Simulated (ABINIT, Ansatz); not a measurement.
# PBE against LDA over 7 crystals

Computed band gap (eV) at each level. Gaps hold for the cell as given (a database cell, not always the measured one). They are the smaller of the mesh's gap and, where one was run, the band path's. Brackets give the space group and the cell's volume in Å³ per atom. Not every cell is the stable form of its formula. Spin polarisation and spin-orbit coupling are off unless named.

- PBE: ABINIT (JTH PAW PBE v2.0) for ZnO, ZrS2, KTaO3, SiC, C; Ansatz (all-electron LAPW, scalar-relativistic) for SnO, MgS; cutoffs 544 to 626 eV for plane waves; k meshes of 294 to 2197 points
- LDA: ABINIT (JTH PAW LDA v2.0) for ZnO, ZrS2, KTaO3, SiC, C; Ansatz (all-electron LAPW, scalar-relativistic) for SnO, MgS; cutoffs 544 to 626 eV for plane waves; k meshes of 294 to 2197 points

```csv
crystal,PBE,LDA
"SnO (P4/nmm, 4 atoms; 17.77)",0.14,0.22
"ZnO (P6_3mc, 4 atoms; 11.90)",0.79,0.73
"ZrS2 (P-3m1, 3 atoms; 23.76)",1.03,0.91
KTaO3 (Pm-3m; 12.69),2.18,2.03
"SiC (P6_3mc, 8 atoms; 10.31)",2.23,2.18
MgS (Fm-3m; 17.61),2.79,2.56
C (Fd-3m; 5.67),4.13,4.10
```

LDA lies below PBE in 6 of 7 crystals, with a median shift of -0.06 eV (-0.23 eV for MgS to +0.08 eV for SnO); a straight line gives LDA ≈ 0.97 × PBE - 0.03 eV with a scatter of 0.08 eV. The figures use the values as printed. No column holds spin-orbit coupling, which bears on the band edges of KTaO3. LDA stands for any of its common fits to the electron gas. Columns can differ in potentials and cutoffs within a row, which adds scatter of its own.
